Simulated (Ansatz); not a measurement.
# ZnAu: the cost of one run

Computed with Ansatz 0.2.0 (DFT r2SCAN, scalar-relativistic, plane waves, PAW).

2 further runs of the same task are left out: 1 that didn't finish, 1 set aside as unsound or not needed.

## Step 1: The structure to begin with

The structure is cubic, space group Pm-3m (No. 221). The conventional cell has a = 3.147 Å, b = 3.147 Å, c = 3.147 Å, α = 90.00°, β = 90.00°, γ = 90.00°. Around Zn (site symmetry m-3m) lie 8 Au at 2.73 Å. Au (site symmetry m-3m) has 8 Zn at 2.73 Å as nearest neighbours.

As a file:

```cif
data_structure
_symmetry_space_group_name_H-M 'Pm-3m'
_symmetry_Int_Tables_number 221
_cell_length_a 3.1470
_cell_length_b 3.1470
_cell_length_c 3.1470
_cell_angle_alpha 90.000
_cell_angle_beta 90.000
_cell_angle_gamma 90.000
_cell_volume 31.17
loop_
_atom_site_label
_atom_site_type_symbol
_atom_site_symmetry_multiplicity
_atom_site_Wyckoff_symbol
_atom_site_fract_x
_atom_site_fract_y
_atom_site_fract_z
_atom_site_occupancy
Zn1 Zn 1 b 0.50000 0.50000 0.50000 1
Au1 Au 1 a 0.00000 0.00000 0.00000 1
```

The structure comes from the Crystallography Open Database.

## Step 2: Functional and cell changed: r2SCAN

Against the listed cell: strain xx, yy, zz, yz, xz, xy = -3.7, -3.7, -3.7, +0.0, +0.0, +0.0 %.

File input.yaml:

```yaml
crystal:
  lattice:
    - [3.02917632, 0.0, 0.0]
    - [0.0, 3.02917632, 0.0]
    - [0.0, 0.0, 3.02917632]
  atoms:
    - { symbol: Zn, position: [0.5, 0.5, 0.5] }
    - { symbol: Au, position: [0.0, 0.0, 0.0] }
basis:
  ecutwfc: 500
kpoints:
  mp_grid: { grid: [14, 14, 14] }
hamiltonian:
  xc: r2scan
scf:
  occupations: { method: gaussian, width: 0.1 }
output:
  forces: true
  stress: true
  eigenvalues: true
  populations: true
```

Run with:

```
$ ansatz run input.yaml --threads 1 --pin off --max-ram 1331MiB --backend cpu --events-out ev --progress --plain --runs-dir out
```

Q: Estimate wall time and peak memory on 1 thread of an Arm CPU, shared host.

About 12 s, with a peak of 0.4 GiB.
